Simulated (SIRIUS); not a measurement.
Runs of SIRIUS 7.12.0 on Rh. The structure is cubic, space group Fm-3m (No. 225). Conventional cell: a = 3.796 Å, b = 3.796 Å, c = 3.796 Å, α = 90.00°, β = 90.00°, γ = 90.00°. Around Rh (site symmetry m-3m) lie 12 Rh at 2.68 Å. 

```csv
task,level,potentials or basis,spin,cutoff (eV),muffin tin radii,basis cutoff (gk_cutoff),valence relativity,local orbitals (radial functions),reference energy of the basis,V0 of scaled cells (Å³/atom),B0 (GPa)
equation of state,PBE+D4,"all-electron FP-LAPW, apw+lo standard",off,177,Rh 2.44 bohr,3.61 1/bohr,iora,-,-,(a),290
equation of state,PBE,"all-electron FP-LAPW, apw+lo standard",off,177,Rh 2.44 bohr,3.61 1/bohr,iora,-,-,14.02,(b)
equation of state,PBEsol,"all-electron FP-LAPW, apw+lo standard",off,177,Rh 2.44 bohr,3.61 1/bohr,iora,Rh 13,-,(c),300
equation of state,PBE+D3(BJ),"all-electron FP-LAPW, apw+lo standard",off,177,Rh 2.44 bohr,3.61 1/bohr,iora,-,-,13.62,284
equation of state,LDA,"all-electron FP-LAPW, apw+lo standard",off,177,Rh 2.44 bohr,3.61 1/bohr,iora,Rh 13,-,13.20,326
```

Alike in all rows: cell as given; k mesh 12 × 12 × 12; smearing fermi-dirac 0.05 eV.

Task: Fill in the values left out.

Result: (a) 13.56; (b) 254; (c) 13.47.

Not every run made on this cell is shown here.
